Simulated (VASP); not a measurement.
Runs of VASP 6.6.1 on AlPt. It takes space group P2_13 (No. 198, cubic). Conventional cell: a = 4.879 Å, b = 4.879 Å, c = 4.879 Å, α = 90.00°, β = 90.00°, γ = 90.00°. Pt (site symmetry 3) has 7 Al at 2.60 to 2.63 Å as nearest neighbours. Al (site symmetry 3) has 7 Pt at 2.60 to 2.63 Å as nearest neighbours. The cell is a database's computed one.

| level | U | gap on the mesh (eV) | pressure (GPa) | largest force (eV/Å) |
| --- | --- | --- | --- | --- |
| PBEsol+U | Pt d U = 6 eV | none | (b) | (a) |
| PBEsol+U | Pt d U = 4 eV | none | -7.3 | 0.07 |
| PBEsol+U | Pt d U = 2 eV | none | -4.2 | 0.06 |
| PBEsol | - | none | -1.3 | 0.05 |
| PBEsol+U | Pt d U = 8 eV | none | -14.9 | 0.15 |
| PBEsol+U | Pt d U = 5 eV | none | -9.1 | 0.09 |
| PBEsol+U | Pt d U = 3 eV | none | -5.7 | 0.06 |

Alike in all rows: task single point; potentials or basis VASP PAW PBE potentials, release 64 (Pt, Al); no spin polarisation; cell as given; k mesh 5 × 5 × 5; cutoff (eV) 520; smearing fermi-dirac 0.05 eV.

Task: Estimate the missing entries.

Result: (a) 0.11; (b) -10.9.

Caveats: the PAW data sets were made with another functional, which shifts forces and pressure a little; U without spin polarisation on a metal has little footing (some runs); the U is typed as a test and isn't derived for this compound (some runs).

A k mesh can miss the band edges, and the runs leave out spin-orbit coupling on Pt.

A gap of «none» marks a metal or a gap under the smearing width.
